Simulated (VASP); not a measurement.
**VASP 6.6.1 run: InSb**

INCAR

```
IBRION = -1
ISMEAR = -1
LREAL = .FALSE.
PREC = Accurate
ENCUT = 520
NBANDS = 16
GGA = PE
LWAVE = .FALSE.
ISIF = 2
SIGMA = 0.02
NSW = 0
NELM = 120
MAXMIX = 5
EDIFF = 1E-7
LASPH = .TRUE.
LCHARG = .FALSE.
```

KPOINTS

```
KPOINTS created by Atomic Simulation Environment
0
Gamma
6 6 6
0 0 0
```

POSCAR

```
In Sb
 1.0000000000000000
     0.0000000000000000    3.3123081477000000    3.2433612246000001
     3.3123081477000000    0.0000000000000000    3.2433612246000001
     3.3123081477000000    3.3123081477000000    0.0000000000000000
 In  Sb
   1   1
Cartesian
  0.0000000000000000  0.0000000000000000  0.0000000000000000
  1.6561540738500000  1.6561540738500000  1.6216806123000000
```

The recommended PBE PAW datasets give the neutral cell 18 valence electrons.

Command

```
mpirun -np 1 vasp_std
```

OSZICAR

```
N       E                     dE             d eps       ncg     rms          rms(c)
DAV:   1     0.112922697395E+03    0.11292E+03   -0.80333E+03   960   0.111E+03
DAV:   2     0.470021180471E+00   -0.11245E+03   -0.10873E+03  1056   0.276E+02
DAV:   3    -0.681681904083E+01   -0.72868E+01   -0.72574E+01  1248   0.734E+01
DAV:   4    -0.701656718074E+01   -0.19975E+00   -0.19969E+00  1176   0.140E+01
DAV:   5    -0.702884027917E+01   -0.12273E-01   -0.12273E-01  1520   0.288E+00    0.388E+00
DAV:   6    -0.693433340658E+01    0.94507E-01   -0.15292E-01  1360   0.576E+00    0.226E+00
DAV:   7    -0.692262977435E+01    0.11704E-01   -0.65616E-02  1328   0.229E+00    0.604E-01
DAV:   8    -0.692382857723E+01   -0.11988E-02   -0.74835E-03  1248   0.967E-01    0.234E-01
DAV:   9    -0.692452146740E+01   -0.69289E-03   -0.95958E-04  1200   0.263E-01    0.770E-02
DAV:  10    -0.692457574233E+01   -0.54275E-04   -0.53196E-05  1336   0.479E-02    0.383E-02
DAV:  11    -0.692459794338E+01   -0.22201E-04   -0.91958E-06  1200   0.248E-02    0.250E-02
DAV:  12    -0.692462257835E+01   -0.24635E-04   -0.31713E-05  1040   0.360E-02    0.588E-03
DAV:  13    -0.692462268728E+01   -0.10892E-06   -0.56106E-07  1336   0.105E-02    0.143E-03
DAV:  14    -0.692462355692E+01   -0.86964E-06   -0.15672E-06  1096   0.560E-03    0.191E-03
DAV:  15    -0.692462360656E+01   -0.49646E-07   -0.20998E-08  1136   0.983E-04
   1 F= -.69246236E+01 E0= -.69245486E+01  d E =-.149926E-03
```

Standard output (part)

```
POSCAR found type information on POSCAR InSb
 POSCAR found :  2 types and       2 ions
 LDA part: xc-table for (Slater+PW92), standard interpolation
 POSCAR, INCAR and KPOINTS ok, starting setup
 WAVECAR not read
 entering main loop
```

From OUTCAR

```
k-points           NKPTS =     30   k-points in BZ     NKDIM =     30   number of bands    NBANDS=     16

   NELECT =      18.0000    total number of electrons

   dimension x,y,z NGX =    36 NGY =   36 NGZ =   36
   dimension x,y,z NGXF=    72 NGYF=   72 NGZF=   72

  energy-cutoff  :      520.00
  volume of cell :       71.17
      direct lattice vectors                 reciprocal lattice vectors
     0.000000000  3.312308148  3.243361225    -0.150952139  0.150952139  0.154161059
     3.312308148  0.000000000  3.243361225     0.150952139 -0.150952139  0.154161059
     3.312308148  3.312308148  0.000000000     0.150952139  0.150952139 -0.154161059

 k-points in reciprocal lattice and weights: KPOINTS created by Atomic Simulation Env
   0.00000000  0.00000000  0.00000000       0.005
   0.16666667 -0.00000000  0.00000000       0.037
   0.33333333 -0.00000000  0.00000000       0.037
   0.50000000  0.00000000  0.00000000       0.019
   0.16666667  0.16666667  0.00000000       0.009
   0.33333333  0.16666667  0.00000000       0.037
   0.50000000  0.16666667  0.00000000       0.037
  -0.33333333  0.16666667  0.00000000       0.037
   ...

 E-fermi :   4.6649

 k-point     1 :       0.0000    0.0000    0.0000
  band No.  band energies     occupation
      1      -9.8806      2.00000
      2      -9.8806      2.00000
      3      -9.8765      2.00000
      4      -9.8084      2.00000
      5      -9.8049      2.00000
      6      -5.7937      2.00000
      7       4.1891      2.00000
      8       4.6095      1.88238
      9       4.6095      1.88238
     10       4.7052      0.23525
     11       7.5729      0.00000
     12       7.6194      0.00000
     13       7.6194      0.00000
     14      10.3306      0.00000
     15      12.6765      0.00000
     16      12.9632      0.00000

 k-point     2 :       0.1667   -0.0000    0.0000
  band No.  band energies     occupation
      1      -9.8892      2.00000
      2      -9.8760      2.00000
      3      -9.8732      2.00000
      4      -9.8088      2.00000
      5      -9.8049      2.00000
      6      -5.5616      2.00000
      7       2.1753      2.00000
      8       4.2902      2.00000
      9       4.3734      2.00000
     10       5.4994      0.00000
     11       8.0080      0.00000
     12       8.0384      0.00000
     13       8.2895      0.00000
     14      11.4035      0.00000
     15      11.8457      0.00000
     16      12.0077      0.00000

 k-point     3 :       0.3333   -0.0000    0.0000
  band No.  band energies     occupation
      1      -9.9084      2.00000
      2      -9.8680      2.00000
      3      -9.8655      2.00000
      4      -9.8084      2.00000
      5      -9.8038      2.00000
      6      -4.9663      2.00000
      7       0.1567      2.00000
      8       3.8250      2.00000
      9       3.9383      2.00000
     10       5.2512      0.00000
     11       8.4001      0.00000
     12       8.4649      0.00000
     13      10.2953      0.00000
     14      11.3403      0.00000
     15      12.3140      0.00000
     16      12.3221      0.00000

 ...

  Total        0.3951481      0.3951481      0.6033885      0.0000000      0.0000000      0.0000000
  in kB        8.8957735      8.8957735     13.5837867      0.0000000      0.0000000      0.0000000
  external PRESSURE =      10.4584446 kB  Pullay stress =       0.0000000 kB

 POSITION                                       TOTAL-FORCE (eV/Angst)
 -----------------------------------------------------------------------------------
      0.00000      0.00000      0.00000        -0.000000     -0.000000     -0.000000
      1.65615      1.65615      1.62168         0.000000      0.000000      0.000000
 -----------------------------------------------------------------------------------
    total drift:                               -0.000000     -0.000000      0.000000

  FREE ENERGIE OF THE ION-ELECTRON SYSTEM (eV)
  ---------------------------------------------------
  free  energy   TOTEN  =        -6.9246236066 eV

  energy  without entropy=       -6.9244736807  energy(sigma->0) =       -6.92454864
```

It converged. Results: gap between bands v and c on the k mesh 0.10 eV; least direct gap on the k mesh 0.10 eV; pressure 1.0 GPa. Band v is the last that the valence electrons fill when counted band by band, and c is the next.

For comparison, a separate PBE run of the intended cell, on usual settings and not on those above, gives a gap of 0.10 eV on its mesh and a pressure of 1.0 GPa.

The run above took about 50 s on one core of a shared host (Intel Xeon Platinum 8488C) and held 0.21 GiB at most.
